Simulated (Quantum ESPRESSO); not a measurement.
Crystal: Cu.

```
CELL_PARAMETERS angstrom
-0.00858 1.79575 1.80169
1.82295 -0.02405 1.81716
1.79533 1.78360 0.00357
ATOMIC_POSITIONS crystal
Cu 0.00146 0.97571 0.02932
```

The cell isn't the ideal one: cell strained at random at fixed volume.

Below is the output of Quantum ESPRESSO 7.5 for this cell. Logs are shortened: lines on timing, memory, paths and dates and some standing lists are left out, and cuts for length are marked.

```text
This program is part of the open-source Quantum ESPRESSO suite
     for quantum simulation of materials; please cite
         "P. Giannozzi et al., J. Phys.:Condens. Matter 21 395502 (2009);
         "P. Giannozzi et al., J. Phys.:Condens. Matter 29 465901 (2017);
         "P. Giannozzi et al., J. Chem. Phys. 152 154105 (2020);
     in publications or presentations arising from this work. More details at

     file Cu.paw.z_11.ld1.psl.v1.0.0-low.upf: wavefunction(s)  4S 3D renormalized

     Subspace diagonalization in iterative solution of the eigenvalue problem:
     a serial algorithm will be used

     G-vector sticks info
     --------------------
     sticks:   dense  smooth     PW     G-vecs:    dense   smooth      PW
     Sum         717     357    121                12379     4397     935

     Using Slab Decomposition

     bravais-lattice index     =            0
     lattice parameter (alat)  =       4.8071  a.u.
     unit-cell volume          =      79.7006 (a.u.)^3
     number of atoms/cell      =            1
     number of atomic types    =            1
     number of electrons       =        11.00
     number of Kohn-Sham states=           11
     kinetic-energy cutoff     =      55.0000  Ry
     charge density cutoff     =     440.0000  Ry
     scf convergence threshold =      2.0E-10
     mixing beta               =       0.5000
     number of iterations used =            8  plain     mixing
     Exchange-correlation= SLA  PW   PBX  PBC
                           (   1   4   3   4   0   0   0)

     celldm(1)=   4.807070  celldm(2)=   0.000000  celldm(3)=   0.000000
     celldm(4)=   0.000000  celldm(5)=   0.000000  celldm(6)=   0.000000

     crystal axes: (cart. coord. in units of alat)
               a(1) = (  -0.003372   0.705935   0.708269 )
               a(2) = (   0.716627  -0.009455   0.714352 )
               a(3) = (   0.705768   0.701159   0.001404 )

     reciprocal axes: (cart. coord. in units 2 pi/alat)
               b(1) = ( -0.698104  0.701271  0.709609 )
               b(2) = (  0.690759 -0.696697  0.697690 )
               b(3) = (  0.712174  0.710767 -0.705035 )

     PseudoPot. # 1 for Cu read from file:
     Cu.paw.z_11.ld1.psl.v1.0.0-low.upf
     Pseudo is Projector augmented-wave + core cor, Zval = 11.0
     Generated using &quot;atomic&quot; code by A. Dal Corso  v.6.3MaX
     Shape of augmentation charge: PSQ
     Using radial grid of 1199 points,  6 beta functions with:
                l(1) =   0
                l(2) =   0
                l(3) =   1
                l(4) =   1
                l(5) =   2
                l(6) =   2
     Q(r) pseudized with 0 coefficients

     atomic species   valence    mass     pseudopotential
     Cu               11.00    63.54600     Cu( 1.00)

     No symmetry found

   Cartesian axes

     site n.     atom                  positions (alat units)
         1        Cu     tau(   1) = (   0.0032799   0.0218162  -0.0162813  )

     number of k points=  1099  Fermi-Dirac smearing, width (Ry)=  0.0037

     Number of k-points >= 100: set verbosity='high' to print them.

     Dense  grid:    12379 G-vectors     FFT dimensions: (  36,  36,  32)

     Smooth grid:     4397 G-vectors     FFT dimensions: (  24,  24,  24)

     Initial potential from superposition of free atoms

     starting charge      10.9998, renormalised to      11.0000
     Starting wfcs are    9 randomized atomic wfcs +    2 random wfcs
     Checking if some PAW data can be deallocated...

     Self-consistent Calculation

     iteration #  1     ecut=    55.00 Ry     beta= 0.50
     Davidson diagonalization with overlap
     ethr =  1.00E-02,  avg # of iterations =  4.5

     Threshold (ethr) on eigenvalues was too large:
     Diagonalizing with lowered threshold

     Davidson diagonalization with overlap
     ethr =  5.74E-04,  avg # of iterations =  1.2

     total energy              =    -213.06796979 Ry
     estimated scf accuracy    <       0.06277497 Ry

     iteration #  2     ecut=    55.00 Ry     beta= 0.50
     Davidson diagonalization with overlap
     ethr =  5.71E-04,  avg # of iterations =  2.1

     total energy              =    -213.08410834 Ry
     estimated scf accuracy    <       0.07973517 Ry

     iteration #  3     ecut=    55.00 Ry     beta= 0.50
     Davidson diagonalization with overlap
     ethr =  5.71E-04,  avg # of iterations =  1.1

     total energy              =    -213.09658014 Ry
     estimated scf accuracy    <       0.00017683 Ry
[... 19 lines left out ...]
     total energy              =    -213.09662657 Ry
     estimated scf accuracy    <       0.00000011 Ry

     iteration #  7     ecut=    55.00 Ry     beta= 0.50
     Davidson diagonalization with overlap
     ethr =  1.03E-09,  avg # of iterations =  1.2

     total energy              =    -213.09662659 Ry
     estimated scf accuracy    <          7.3E-09 Ry

     iteration #  8     ecut=    55.00 Ry     beta= 0.50
     Davidson diagonalization with overlap
     ethr =  6.63E-11,  avg # of iterations =  1.6

     End of self-consistent calculation

     Number of k-points >= 100: set verbosity='high' to print the bands.

     the Fermi energy is    12.8210 ev

!    total energy              =    -213.09662660 Ry
     total all-electron energy =     -3309.976393 Ry
     estimated scf accuracy    <          2.7E-11 Ry
     smearing contrib. (-TS)   =      -0.00018734 Ry
     internal energy E=F+TS    =    -213.09643926 Ry

     The total energy is F=E-TS. E is the sum of the following terms:
     one-electron contribution =     -28.04580198 Ry
     hartree contribution      =      30.62825754 Ry
     xc contribution           =     -44.62795650 Ry
     ewald contribution        =     -81.20431130 Ry
     one-center paw contrib.   =     -89.84662702 Ry

     convergence has been achieved in   8 iterations

     Forces acting on atoms (cartesian axes, Ry/au):

     atom    1 type  1   force =     0.00000000    0.00000000    0.00000000

     Total force =     0.000000     Total SCF correction =     0.000001

     Computing stress (Cartesian axis) and pressure

          total   stress  (Ry/bohr**3)                   (kbar)     P=       13.24
   0.00008488   0.00010983  -0.00005447           12.49       16.16       -8.01
   0.00010983   0.00010707   0.00003839           16.16       15.75        5.65
  -0.00005447   0.00003839   0.00007809           -8.01        5.65       11.49

=------------------------------------------------------------------------------=
   JOB DONE.
=------------------------------------------------------------------------------=
```

What input gives this log?

Single point with PBE, no spin polarisation. The files as run (others can give the same):

pw.in
```
&CONTROL
  calculation = 'scf'
  prefix = 'pwscf'
  outdir = './tmp'
  pseudo_dir = './pseudo'
  tprnfor = .true.
  tstress = .true.
  disk_io = 'nowf'
/
&SYSTEM
  ibrav = 0
  nat = 1
  ntyp = 1
  ecutwfc = 55
  ecutrho = 440
  nbnd = 11
  occupations = 'smearing'
  smearing = 'fd'
  degauss = 0.00367493
/
&ELECTRONS
  conv_thr = 2d-10
  electron_maxstep = 120
  mixing_beta = 0.5
/
ATOMIC_SPECIES
Cu    63.5460 Cu.paw.z_11.ld1.psl.v1.0.0-low.upf
CELL_PARAMETERS angstrom
  -0.0085780000    1.7957520000    1.8016880000
   1.8229500000   -0.0240520000    1.8171630000
   1.7953260000    1.7836020000    0.0035720000
ATOMIC_POSITIONS crystal
Cu     0.0014560000   -0.0242930000    0.0293210000
K_POINTS automatic
13 13 13 0 0 0
```

Potentials or basis: SSSP 1.3 efficiency PBE.
The run is started by
```bash
$ OMP_NUM_THREADS=1 pw.x -in pw.in > pw.out
```
